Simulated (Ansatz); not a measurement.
Sensitivity of the gradients in GaS to the input

This input was run with Ansatz:

```yaml
crystal:
  lattice:
    - [3.585, 0.0, 0.0]
    - [-1.7925, 3.1047010726, 0.0]
    - [0.0, 0.0, 15.5]
  atoms:
    - { symbol: Ga, position: [0.3333333333, 0.6666666667, 0.17] }
    - { symbol: Ga, position: [0.6666666667, 0.3333333333, 0.67] }
    - { symbol: Ga, position: [0.3333333333, 0.6666666667, 0.33] }
    - { symbol: Ga, position: [0.6666666667, 0.3333333333, 0.83] }
    - { symbol: S, position: [0.3333333333, 0.6666666667, 0.6] }
    - { symbol: S, position: [0.6666666667, 0.3333333333, 0.1] }
    - { symbol: S, position: [0.3333333333, 0.6666666667, 0.9] }
    - { symbol: S, position: [0.6666666667, 0.3333333333, 0.4] }
kpoints:
  mp_grid: { grid: [14, 14, 3] }
scf:
  occupations: { method: fermi_dirac, width: 0.02 }
  lower_state_search: standard
hamiltonian:
  xc: pbe
  pseudopotentials: { kind: paw_fr }
output:
  forces: true
  stress: true
  populations: true
  efg:
    quadrupole_moments_barn: { Ga: 0.107, S: -0.0694 }
    contact_densities: true
basis:
  ecutrho_ratio: 6
magnetization:
  noncollinear: true
  spin_orbit: true
```

```sh
ansatz run input.yaml --threads 1 --pin off --max-ram 3072MiB --backend cpu --events-out ev --progress --plain --runs-dir out
```

It converged. Of its output the block on the nuclei alone is shown, without the SCF iterations, energies, forces and stress (one atom of each set):

```
--- PAW observables at the nuclei: V_zz in 10²¹ V/m², potentials from the cell's mean, atoms counted from 1 ---
  atom   1  Ga V_zz =    -7.390757   η = 0.0000   by run symmetry: allowed   C_q = -19.1217 MHz
            electrostatic potential = -4129.568048 V   contact ρ = 187545.689946 e/Å³
  atom   5  S  V_zz =    -5.618431   η = 0.0000   by run symmetry: allowed   C_q = +9.4282 MHz
            electrostatic potential = -1632.534208 V   contact ρ = 19771.048931 e/Å³
```

(1) Can these gradients be trusted, and how do they compare with a run on standard settings?

## Answers

(1) They agree with the standard run. Against the standard input the change is `basis.ecutrho_ratio`: not typed → 6; `scf.lower_state_search`: not typed → standard; `hamiltonian.pseudopotentials`: {kind: paw} → {kind: paw_fr}; `magnetization`: not typed → {noncollinear: true, spin_orbit: true}. A site carries the number of its first atom; V_zz in 10²¹ V/m².

```tsv
site	V_zz standard	η standard	V_zz here	η here
Ga	-7.39	0.00	-7.39	0.00
S	-5.62	0.00	-5.62	0.00
```

All printed values agree. SCF iterations: 7 and 9.
